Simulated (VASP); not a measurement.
Crystal: TiTe.

```xyz
2
Lattice="0.0000 3.0501 3.0501 3.0501 0.0000 3.0501 3.0501 3.0501 0.0000" Properties=species:S:1:pos:R:3 pbc="T T T"
Ti    3.0501    3.0501    3.0501
Te    0.0000    0.0000    0.0000
```

The cell comes from a database or a generator and needn't be the stable form of this composition.

Base run:

```yaml
Program: VASP 6.6.1
Functional: r2SCAN
Potentials_or_basis: VASP PAW PBE potentials, release 64 (Ti_sv, Te)
Cutoff: 520 eV
k_mesh: 8 × 8 × 8
Occupations: fermi-dirac, width 0.05 eV
Spin: no spin polarisation
Hubbard_terms: Ti d U = 8 eV
```

Its results: band gap on the k mesh none (metal or under the smearing width); pressure -8.0 GPa.

Problem. The run is repeated on the same cell with these changes: hubbard terms from Ti d U = 8 eV to Ti d U = 5 eV. What comes out?

Solution. Band gap on the k mesh none (metal or under the smearing width); pressure -9.1 GPa.

Caveats: the PAW data sets were made with another functional, which shifts forces and pressure a little; U without spin polarisation on a metal has little footing; the U is typed as a test and isn't derived for this compound.

Not every run made on this cell is shown here.
